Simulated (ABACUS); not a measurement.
Crystal: BaTiO3.

```
Ba Ti O
1.0
     2.82737    1.63238    2.31839
    -2.82737    1.63238    2.31839
     0.00000   -3.26476    2.31839
Ba Ti O
1 1 3
Direct
  0.00000 0.00000 0.00000
  0.48450 0.48450 0.48450
  0.50860 0.01750 0.50860
  0.01750 0.50860 0.50860
  0.50860 0.50860 0.01750
```

| Item | Value |
| --- | --- |
| Program | ABACUS 3.10.1 |
| Task | single point |
| Functional | PBEsol |
| Potentials or basis | PseudoDojo NC SR 0.4.1 PBEsol standard |
| Cutoff | 1143 eV |
| Density cutoff | 4572 eV |
| Basis | plane waves |
| k mesh | 7 × 7 × 7 |
| Occupations | fermi-dirac, width 0.05 eV |
| Spin | no spin polarisation |

On this cell: pressure -1.0 GPa; largest force 0.140 eV/Å; band gap on the k mesh 2.45 eV, indirect (least direct gap 2.77 eV).

The same run follows on a disturbed copy (atoms moved at random, drawn with an rms of 0.05 Å):

```
Ba Ti O
1.0
     2.82737    1.63238    2.31839
    -2.82737    1.63238    2.31839
     0.00000   -3.26476    2.31839
Ba Ti O
1 1 3
Direct
  0.98732 0.99202 0.00712
  0.48312 0.47259 0.48203
  0.51050 0.00929 0.51653
  0.02118 0.52026 0.51359
  0.51078 0.51392 0.01422
```

Task: What changes?

Result: The energy moves by +9.2 meV/atom; pressure -0.7 GPa; largest force 0.507 eV/Å; band gap on the k mesh 2.57 eV, indirect (least direct gap 2.97 eV).

Forces on the atoms (eV/Å):
```
Ba   0.201  0.288 -0.036
Ti  -0.313 -0.104  0.379
O   -0.344  0.354  0.116
O    0.222 -0.121 -0.428
O    0.233 -0.417 -0.032
```

Stress tensor (GPa, compression positive):
```
-0.90  0.25 -0.07
 0.25 -1.15  0.45
-0.07  0.45  0.04
```

Caveats: this release of the barium file is off; there are fewer bands than atomic start orbitals, so a level may be missed at k points of high symmetry; spin-orbit coupling is left out, which moves the levels of the heavy elements; an odd mesh through Γ misses points on the zone boundary, where band edges often lie.
